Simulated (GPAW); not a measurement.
TiO:

```xyz
6
Lattice="4.0867 0.0000 0.0000 0.0000 4.0867 0.0000 0.0000 0.0000 4.0867" Properties=species:S:1:pos:R:3 pbc="T T T"
Ti    2.0433    0.0000    2.0433
Ti    0.0000    2.0433    2.0433
Ti    2.0433    2.0433    0.0000
O     0.0000    0.0000    2.0433
O     2.0433    0.0000    0.0000
O     0.0000    2.0433    0.0000
```

The cell comes from a database or a generator and needn't be the stable form of this composition.

Program: GPAW 26.7.0. Alike in all runs: task band structure; level PBEsol+U; potentials or basis PAW data sets generated in the run's folder for this functional, pw; no spin polarisation; cell as given; k mesh 7 × 7 × 7; cutoff (eV) 800; smearing fermi-dirac 0.05 eV.

Q: Order these runs on this cell by their pressure, lowest first.
A. U Ti d U = 4 eV
B. U Ti d U = 1 eV
C. U Ti d U = 8 eV
D. U Ti d U = 6 eV
E. U Ti d U = 3 eV

A: B (-5.7 GPa), E (-2.6 GPa), A (-1.0 GPa), D (2.3 GPa), C (5.8 GPa).

Caveats: U without spin polarisation on a metal has little footing.
